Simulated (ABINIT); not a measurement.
A run of ABINIT 10.8.3 (patched build) is set up as follows.

run.abi

```
# Pseudopotentials
pp_dirpath "./"
pseudos "Mo.upf, S.upf"

# Structure
acell 6.0179111844 6.0179111844 40.951375595
rprim
     1.0000000000     0.0000000000     0.0000000000
    -0.5000000000     0.8660254038     0.0000000000
     0.0000000000     0.0000000000     1.0000000000
ntypat 2
znucl 42 16
natom 6
typat 1 1 2 2 2 2
xred
     0.3333333333     0.6666666667     0.8511602300
     0.6666666667     0.3333333333     0.1488397700
     0.6666666667     0.3333333333     0.7796253900
     0.3333333333     0.6666666667     0.0772510000
     0.6666666667     0.3333333333     0.9227490000
     0.3333333333     0.6666666667     0.2203746100

# Plane-wave basis
ecut 35.0

# k points
kptopt 1
ngkpt 8 8 2
nshiftk 1
shiftk 0.0 0.0 0.0

# Exchange and correlation
ixc 7

# Bands and occupations
nband 32
occopt 3
tsmear 0.05 eV

# SCF cycle
nstep 100
tolvrs 1.0e-10

# Output
iomode 3
prtwf 0
prtden 0
prteig 0
prtebands 0
enunit 1
```

Potentials or basis: PseudoDojo NC SR LDA v0.4.1 standard.

Launch:

```bash
$ mpirun --bind-to none -np 4 abinit run.abi > log 2>&1
```

Problem. What does it give for the band gap on the k mesh?

Solution. 1.41 eV, indirect (least direct gap 1.94 eV).

Problem. Predict the largest force.

Solution. 0.370 eV/Å.

Forces on the atoms (eV/Å):
```
Mo   0.000  0.000  0.009
Mo   0.000  0.000 -0.009
S    0.000  0.000  0.370
S    0.000  0.000  0.289
S    0.000  0.000 -0.289
S    0.000  0.000 -0.370
```
